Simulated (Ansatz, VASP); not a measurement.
# Rb: VASP beside Ansatz

```
Rb
1.0
     5.62282    0.00000    0.00000
     0.00000    4.54528    0.00000
     0.00000    0.00000   12.12728
Rb
4
Direct
  0.95300 0.75000 0.10700
  0.54700 0.25000 0.60700
  0.45300 0.75000 0.39300
  0.04700 0.25000 0.89300
```

Change from the starting cell: volume scaled by 0.94.

Alike in both runs: task single point; functional PBE; k mesh 5 × 6 × 3; occupations fermi-dirac, width 0.05 eV; no spin polarisation.

```csv
,VASP,Ansatz
version,VASP 6.6.1,Ansatz 0.2.0
potentials or method,"VASP PAW PBE potentials, release 64 (Rb_sv)",Ansatz PAW
plane-wave cutoff (eV),520,420
valence electrons in the cell,36,36
```

```csv
,VASP,Ansatz,Ansatz less VASP
gap on the k mesh at the Fermi level (eV),none,none,-
pressure (GPa),1.4,1.4,0.00
largest component of the traceless stress (GPa),1.87,1.86,-0.003
rms of the force components (eV/Å),0.479,0.478,-0.0013
```

Atom by atom the forces differ by 0.001 eV/Å (rms over components). A gap of «none» marks a metal or a gap that the smearing closes.
